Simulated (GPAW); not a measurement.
# Si3N4 (P-43m) in GPAW: phonons with vdW-DF-cx

Aim: the phonons of Si3N4 with vdW-DF-cx.

Program: GPAW 26.7.0. These are calculated values, not measurements. Logs are shortened: lines on timing, memory, paths and dates and some standing lists are left out, and cuts for length are marked. The log counts tension as positive stress, the text compression.

**1. The crystal as given**

It takes space group P-43m (No. 215, cubic). Conventional cell: a = 4.131 Å, b = 4.131 Å, c = 4.131 Å, α = 90.00°, β = 90.00°, γ = 90.00°. Si (site symmetry -42m) is surrounded by 4 N at 1.77 Å. N (site symmetry 3m) is surrounded by 3 Si at 1.77 Å.

The cell was built by a generator and needn't be a form met in nature.

**2. Phonons, vdW-DF-cx**

run.py reads:

```python
import json
import numpy as np
from ase import Atoms
from ase.constraints import FixSymmetry
from ase.io import read, write
from ase.optimize import BFGS
from phonopy import Phonopy
from phonopy.structure.atoms import PhonopyAtoms
from gpaw import GPAW, PW

atoms = read('Si3N4.cif')

calc = GPAW(mode=PW(800),
            xc={'name': 'vdW-DF-cx', 'backend': 'libvdwxc'},
            kpts={'size': (7, 7, 7), 'gamma': True},
            occupations={'name': 'fermi-dirac', 'width': 0.05},
            nbands=31,
            convergence={'density': 1e-06, 'eigenstates': 1e-09},
            maxiter=150,
            txt='gpaw.txt')
atoms.calc = calc
atoms.set_constraint(FixSymmetry(atoms))
BFGS(atoms, trajectory='relax.traj', logfile='-').run(fmax=0.005, steps=40)
atoms.set_constraint()
energy = atoms.get_potential_energy()
forces = atoms.get_forces()
calc.write('gs.gpw')
write('result.traj', atoms)
print('Cell:', atoms.cell.cellpar().round(4))
print(atoms.get_scaled_positions().round(5))

def force_constants(scale):
    unit = PhonopyAtoms(symbols=atoms.get_chemical_symbols(), cell=atoms.cell[:] * scale**(1 / 3),
                        scaled_positions=atoms.get_scaled_positions())
    ph = Phonopy(unit, supercell_matrix=np.diag([1, 1, 1]), primitive_matrix=np.eye(3), symprec=1e-4)
    ph.generate_displacements(distance=0.01)
    forces = []
    for i, sc in enumerate(ph.supercells_with_displacements):
        a = Atoms(sc.symbols, cell=sc.cell, scaled_positions=sc.scaled_positions, pbc=True)
        c = GPAW(mode=PW(800),
                 xc={'name': 'vdW-DF-cx', 'backend': 'libvdwxc'},
                 kpts={'size': (7, 7, 7), 'gamma': True},
                 occupations={'name': 'fermi-dirac', 'width': 0.05},
                 nbands=31,
                 convergence={'density': 1e-06, 'eigenstates': 1e-09},
                 maxiter=150,
                 txt=f'disp-{scale:.3f}-{i:02d}.txt')
        a.calc = c
        f = a.get_forces()
        forces.append(f - f.mean(axis=0))
        print(f'displacement {i}: drift', f.mean(axis=0).round(5), flush=True)
    ph.forces = forces
    ph.produce_force_constants()
    ph.symmetrize_force_constants()
    return ph

qpoints = [[0.0, 0.0, 0.0]]
results = {}
for scale in [1.0]:
    ph = force_constants(scale)
    ph.run_qpoints(qpoints)
    nu = ph.qpoints.frequencies * 33.35641  # THz to cm^-1
    results[f'{scale:.3f}'] = nu.tolist()
    for qp, f in zip(qpoints, nu):
        print(scale, np.round(qp, 4), f.round(2))
json.dump(results, open('phonons.json', 'w'))
```

Si3N4.cif reads:

```cif
data_Si3N4
_cell_length_a 4.13078000
_cell_length_b 4.13078000
_cell_length_c 4.13078000
_cell_angle_alpha 90.00000000
_cell_angle_beta 90.00000000
_cell_angle_gamma 90.00000000
_space_group_name_H-M_alt 'P-43m'
_space_group_name_Hall 'P -4 2 3'
_space_group_IT_number 215
loop_
_space_group_symop_operation_xyz
'x,y,z'
'y,-x,-z'
'-x,-y,z'
'-y,x,-z'
'x,-y,-z'
'y,x,z'
'-x,y,-z'
'-y,-x,z'
'z,x,y'
'-z,y,-x'
'z,-x,-y'
'-z,-y,x'
'-z,x,-y'
'z,y,x'
'-z,-x,y'
'z,-y,-x'
'y,z,x'
'-x,-z,y'
'-y,z,-x'
'x,-z,-y'
'-y,-z,x'
'x,z,y'
'y,-z,-x'
'-x,z,-y'
loop_
_atom_site_label
_atom_site_type_symbol
_atom_site_symmetry_multiplicity
_atom_site_Wyckoff_symbol
_atom_site_fract_x
_atom_site_fract_y
_atom_site_fract_z
_atom_site_occupancy
Si1 Si 3 d 0.0000000000 0.0000000000 0.5000000000 1
N1 N 4 e 0.2395200000 0.2395200000 0.7604800000 1
```

Potentials or basis: GPAW PAW data sets (gpaw-data 1.2.1), pw.

The run is started by

```sh
OMP_NUM_THREADS=1 python run.py
```

gpaw.txt:

```text
__  _  _
 | _ |_)|_||  |
 |__||  | ||/\| - 26.7.0

Input parameters:
  mode=PW(ecut=800.0),
  convergence={'density': 1e-06, 'eigenstates': 1e-09},
  kpts=MonkhorstPack(size=(7, 7, 7), gamma=True),
  maxiter=150,
  nbands=31,
  occupations=Occupations(name='fermi-dirac', width=0.05),
  xc=XC(name='vdW-DF-cx', backend='libvdwxc')

Diagonalizing LCAO Hamiltonian
Converting LCAO to pw mode
    .---------.
   /|         |
  / |      N  |
 *  N         |
 |  |         |
 Si .-N-------.
 | Si    N   /
 |/         /
 *----Si---*
[... 12 lines left out ...]
Unit cell  # Å
| periodic |        x |        y |        z |  lengths |    angles |
|----------|----------|----------|----------|----------|-----------|
|      yes | 4.130780 | 0.000000 | 0.000000 | 4.130780 | 90.000000 |
|      yes | 0.000000 | 4.130780 | 0.000000 | 4.130780 | 90.000000 |
|      yes | 0.000000 | 0.000000 | 4.130780 | 4.130780 | 90.000000 |

Number of symmetries: 24
Symmetry operations  # r_c * U_cc + t_c -> r_c
|    | kind |            matrix            |
|----|------|------------------------------|
|  0 |  E   |  1, 0, 0,  0, 1, 0,  0, 0, 1 |
|  1 |  σ   |  1, 0, 0,  0, 0, 1,  0, 1, 0 |
|  2 |  σ   |  1, 0, 0,  0, 0,-1,  0,-1, 0 |
|  3 |  C2  |  1, 0, 0,  0,-1, 0,  0, 0,-1 |
|  4 |  σ   |  0, 1, 0,  1, 0, 0,  0, 0, 1 |
|  5 |  C3  |  0, 1, 0,  0, 0, 1,  1, 0, 0 |
|  6 |  C3  |  0, 1, 0,  0, 0,-1, -1, 0, 0 |
|  7 |  S4  |  0, 1, 0, -1, 0, 0,  0, 0,-1 |
|  8 |  C3  |  0, 0, 1,  1, 0, 0,  0, 1, 0 |
|  9 |  σ   |  0, 0, 1,  0, 1, 0,  1, 0, 0 |
| 10 |  S4  |  0, 0, 1,  0,-1, 0, -1, 0, 0 |
| 11 |  C3  |  0, 0, 1, -1, 0, 0,  0,-1, 0 |
| 12 |  C3  |  0, 0,-1,  1, 0, 0,  0,-1, 0 |
| 13 |  σ   |  0, 0,-1,  0, 1, 0, -1, 0, 0 |
| 14 |  S4  |  0, 0,-1,  0,-1, 0,  1, 0, 0 |
| 15 |  C3  |  0, 0,-1, -1, 0, 0,  0, 1, 0 |
| 16 |  S4  |  0,-1, 0,  1, 0, 0,  0, 0,-1 |
| 17 |  C3  |  0,-1, 0,  0, 0, 1, -1, 0, 0 |
| 18 |  C3  |  0,-1, 0,  0, 0,-1,  1, 0, 0 |
| 19 |  σ   |  0,-1, 0, -1, 0, 0,  0, 0, 1 |
| 20 |  C2  | -1, 0, 0,  0, 1, 0,  0, 0,-1 |
| 21 |  S4  | -1, 0, 0,  0, 0, 1,  0,-1, 0 |
| 22 |  S4  | -1, 0, 0,  0, 0,-1,  0, 1, 0 |
| 23 |  C2  | -1, 0, 0,  0,-1, 0,  0, 0, 1 |

BZ-sampling:
  Number of BZ points: 343
  Number of IBZ points: 20

  Monkhorst-Pack size: [7, 7, 7]
  Monkhorst-Pack shift: [0, 0, 0]

K-points  # in reciprocal-cell coordinates
|     |                                coordinates |     weight |
|-----|--------------------------------------------|------------|
|   0 | (  0.00000000,   0.00000000,   0.00000000) | 0.00291545 |
|   1 | (  0.14285714,   0.00000000,   0.00000000) | 0.01749271 |
|   2 | (  0.14285714,   0.14285714,   0.00000000) | 0.03498542 |
|   3 | (  0.14285714,   0.14285714,   0.14285714) | 0.02332362 |
|   4 | (  0.28571429,   0.00000000,   0.00000000) | 0.01749271 |
|   5 | (  0.28571429,   0.14285714,   0.00000000) | 0.06997085 |
|   6 | (  0.28571429,   0.14285714,   0.14285714) | 0.06997085 |
|   7 | (  0.28571429,   0.28571429,   0.00000000) | 0.03498542 |
|   8 | (  0.28571429,   0.28571429,   0.14285714) | 0.06997085 |
|   9 | (  0.28571429,   0.28571429,   0.28571429) | 0.02332362 |
| ... |                                            |            |
|  19 | (  0.42857143,   0.42857143,   0.42857143) | 0.02332362 |

Plane wave coefficients: 3695
Cutoff: 800.0 eV

Spin-components: 1 (collinear spins)
Bands:           31
Projectors:      35
Spin-degeneracy: 2
Datatype:        complex128

Parallelization:
  kpt:    1
  domain: 1
  band:   1

Density:
  Valence electrons: 32.0
  Components: 1
  Grid points: [27 27 27]
  Charge: 0.0  # |e|

Potential:
  Grid points: [27 27 27]

species:
  Si:
    name:    Silicon
    Z:       14.0
    valence: 4
    core:    10
    charge:  0.0  # [|e|]
    compensation charges:
      type: gauss
      rc: 0.33  # [Å]
      lmax: 2
    cutoffs:
      filter: 1.86  # [Å]
      core: 2.06  # [Å]
    projectors
    | kind |    occ | energy [eV] | rcut [Å] |
    |------|--------|-------------|----------|
    |   3s |  2.000 |     -10.812 |    1.058 |
    |   3p |  2.000 |      -4.081 |    1.058 |
    |    s |        |      16.399 |    1.058 |
    |    p |        |      23.130 |    1.058 |
    |    d |        |       0.000 |    1.058 |

    Using partial waves for Si as LCAO basis

  N:
    name:    Nitrogen
    Z:       7.0
    valence: 5
    core:    2
    charge:  0.0  # [|e|]
    compensation charges:
      type: gauss
      rc: 0.18  # [Å]
      lmax: 2
    cutoffs:
      filter: 1.11  # [Å]
      core: 0.96  # [Å]
    projectors
    | kind |    occ | energy [eV] | rcut [Å] |
    |------|--------|-------------|----------|
    |   2s |  2.000 |     -18.583 |    0.603 |
    |   2p |  3.000 |      -7.089 |    0.529 |
    |    s |        |       8.629 |    0.603 |
    |    p |        |      20.123 |    0.529 |
    |    d |        |       0.000 |    0.577 |

    Using partial waves for N as LCAO basis

Reference energy: -29585.918768  # eV

eigensolver:
  PPCG
  Converge bands: occupied
  niter=2

density mixing:
  MSR1-Mixer
  Pratt-step length: 0.05
  Maximum mixing coefficient: 0.75
  Old densities: 10
  SVD Regularization: 0.005
  Good broyden scale: 1.0
  Trust region scale: 1.0
  Backstep threshold: 4.0
  History deletion threshold: 6.0
  Fourier metric: weight=20.0, sigma=0.015

occupation numbers:
  Fermi-Dirac:
    width: 0.0500  # eV

poisson solver:
  ecut: 6400.0  # eV

xc functional:
  name: vdW-DF-cx with libvdwxc
  Mode: serial
  Semilocal: GGA_X_LV_RPW86+LDA_C_PW with 2 nearest neighbor stencil
  Local blocksize: 54 x 54 x 54
  PAW datasets: PBE

convergence criteria:
- Maximum integral of absolute [dens]ity change: 1e-06 electrons / valence electron
- Maximum integral of absolute [eigenst]ate change: 1e-09 eV^2 / valence electron
- Maximum [total energy] change in last 3 cyles: 0.0005 eV / valence electron
maximum number of iterations: 150

SCF iterations
|iter     | |      energy | eigst |  dens |
|---------|-|-------------|-------|-------|
|iter:   1| |  -33.539174 | +0.08 |       |
|iter:   2| |  -31.862335 | -1.81 | -0.60 |
|iter:   3| |  -26.703330 | -0.73 | -0.65 |
|iter:   4| |  -26.728676 | -2.76 | -1.31 |
|iter:   5| |  -26.743461 | -3.54 | -1.65 |
|iter:   6| |  -26.743820c| -5.33 | -2.72 |
|iter:   7| |  -26.743852c| -6.40 | -3.22 |
|iter:   8| |  -26.743853c| -8.01 | -4.43 |
|iter:   9| |  -26.743853c| -9.48c| -4.96 |
|iter:  10| |  -26.743853c| -9.59c| -5.75 |
|iter:  11| |  -26.743853c|-10.69c| -6.57c|
[... 95 lines left out ...]
SCF iterations
|iter     | |      energy | eigst |  dens |
|---------|-|-------------|-------|-------|
|iter:   1| |  -26.745952c| -4.20 |       |
|iter:   2| |  -26.745926c| -6.46 | -3.10 |
|iter:   3| |  -26.745809c| -5.50 | -3.14 |
|iter:   4| |  -26.745807c| -6.75 | -3.70 |
|iter:   5| |  -26.745807c| -8.51 | -4.39 |
|iter:   6| |  -26.745807c| -9.48c| -4.80 |
|iter:   7| |  -26.745807c| -9.10c| -5.29 |
|iter:   8| |  -26.745807c|-10.00c| -6.04c|
[... 95 lines left out ...]
SCF iterations
|iter     | |      energy | eigst |  dens |
|---------|-|-------------|-------|-------|
|iter:   1| |  -26.748789c| -3.39 |       |
|iter:   2| |  -26.748620c| -5.66 | -2.70 |
|iter:   3| |  -26.747878c| -4.71 | -2.74 |
|iter:   4| |  -26.747867c| -5.78 | -3.28 |
|iter:   5| |  -26.747867c| -7.06 | -3.85 |
|iter:   6| |  -26.747867c| -8.68 | -4.36 |
|iter:   7| |  -26.747867c| -9.05c| -4.73 |
|iter:   8| |  -26.747867c| -9.88c| -5.61 |
|iter:   9| |  -26.747867c|-10.20c| -5.94 |
|iter:  10| |  -26.747867c|-11.37c| -7.18c|

Converged in 10 steps
Energy contributions relative to reference atoms: (reference = -29585.918768)

Energy contributions:
  Kinetic:          47.140212
  Coulomb:         -40.511669
  Zero:              0.221351
  External:          0.000000
  Xc:              -33.597760
  Entropy:          -0.000000
  Spinorbit:         0.000000
  ----------------------------
  Free energy:     -26.747867
  Extrapolated:    -26.747867
[... 35 lines left out ...]
Forces  # eV/Ang
|        x |        y |        z |
|----------|----------|----------|
| -0.00000 | -0.00000 | -0.00000 |  # Si   0
| -0.00000 |  0.00000 | -0.00000 |  # Si   1
| -0.00000 | -0.00000 | -0.00000 |  # Si   2
|  0.00051 |  0.00051 | -0.00051 |  # N    3
|  0.00051 | -0.00051 |  0.00051 |  # N    4
| -0.00051 | -0.00051 | -0.00051 |  # N    5
| -0.00051 |  0.00051 |  0.00051 |  # N    6

# Writing to gs.gpw (mode='')
```

Run time: 13 min. Hardware: 1 thread of AMD EPYC 7R43 (Zen 3), shared host; peak memory 1.1 GiB.

What came out:

- Free energy: -26.7479 eV
- Band gap on the k mesh: 2.69 eV, indirect (least direct gap 2.88 eV)
- Highest phonon frequency at Γ, LO-TO splitting left out: 831 cm⁻¹

Final structure:
```yaml
crystal:
  lattice:
    - [4.13078, 0.00000, 0.00000]
    - [0.00000, 4.13078, 0.00000]
    - [0.00000, 0.00000, 4.13078]
  atoms:
    - { symbol: Si, position: [0.00000, 0.00000, 0.50000] }
    - { symbol: Si, position: [0.50000, 0.00000, 0.00000] }
    - { symbol: Si, position: [0.00000, 0.50000, 0.00000] }
    - { symbol: N, position: [0.24092, 0.24092, 0.75908] }
    - { symbol: N, position: [0.24092, 0.75908, 0.24092] }
    - { symbol: N, position: [0.75908, 0.75908, 0.75908] }
    - { symbol: N, position: [0.75908, 0.24092, 0.24092] }
```

Levels at points of the mesh, in eV from the valence-band top:
```csv
k point,band 13,band 14,band 15,band 16,band 17,band 18,band 19,band 20
"(0.00, 0.00, 0.00)",-3.25,-0.18,-0.18,-0.18,2.69,2.69,2.69,4.31
```

Phonon frequencies in cm⁻¹ (negative: imaginary):
```
              q point                                                                    frequencies
(0.000, 0.000, 0.000)  0 0 0 354 354 354 443 443 443 619 723 723 723 775 775 775 811 811 811 831 831
```

Caveat: the LO-TO splitting is left out; an odd mesh through Γ misses points on the zone boundary, where band edges often lie.
